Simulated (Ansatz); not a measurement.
GaP:

```xyz
2
Lattice="0.0000 2.7252 2.7252 2.7252 0.0000 2.7252 2.7252 2.7252 0.0000" Properties=species:S:1:pos:R:3 pbc="T T T"
Ga    0.0000    0.0000    0.0000
P     4.0879    4.0879    4.0879
```

```yaml
Program: Ansatz 0.2.0
Task: relaxation of cell and atoms
Functional: PBEsol
Dispersion: D3(BJ)
Potentials_or_basis: Ansatz PAW
Cutoff: "420 eV (not typed: the program's choice for these potentials)"
k_mesh: 8 × 8 × 8
Occupations: fermi-dirac, width 0.05 eV
Spin: no spin polarisation
```

At the start: volume 20.24 Å³/atom.

Question: How do energy, volume and symmetry change on relaxing?

Answer: It ends after 5 steps and the volume is 19.59 Å³/atom (-3.2 %); space group F-43m (No. 216, to 0.05 Å).

Step by step:
```csv
step,energy change (eV),largest force (eV/Å),volume (Å³)
1,0.0000,0.0000,40.48
2,-0.0108,0.0000,39.56
3,-0.0119,0.0000,39.16
4,-0.0119,0.0000,39.18
5,-0.0116,0.0000,39.18
```

Final structure:
```cif
data_structure
_symmetry_space_group_name_H-M 'P 1'
_symmetry_Int_Tables_number 1
_cell_length_a 3.8123
_cell_length_b 3.8123
_cell_length_c 3.8123
_cell_angle_alpha 60.000
_cell_angle_beta 60.000
_cell_angle_gamma 60.000
_cell_volume 39.18
loop_
_atom_site_label
_atom_site_type_symbol
_atom_site_fract_x
_atom_site_fract_y
_atom_site_fract_z
_atom_site_occupancy
Ga1 Ga 0.00000 0.00000 0.00000 1
P1 P 0.75000 0.75000 0.75000 1
```

Caveat: the plane-wave basis is chosen anew once the cell has moved, so the energies of steps on either side of that aren't comparable; the PAW data sets come from PBE, with cores solved anew for the run's functional, which leaves a small shift of forces and pressure.
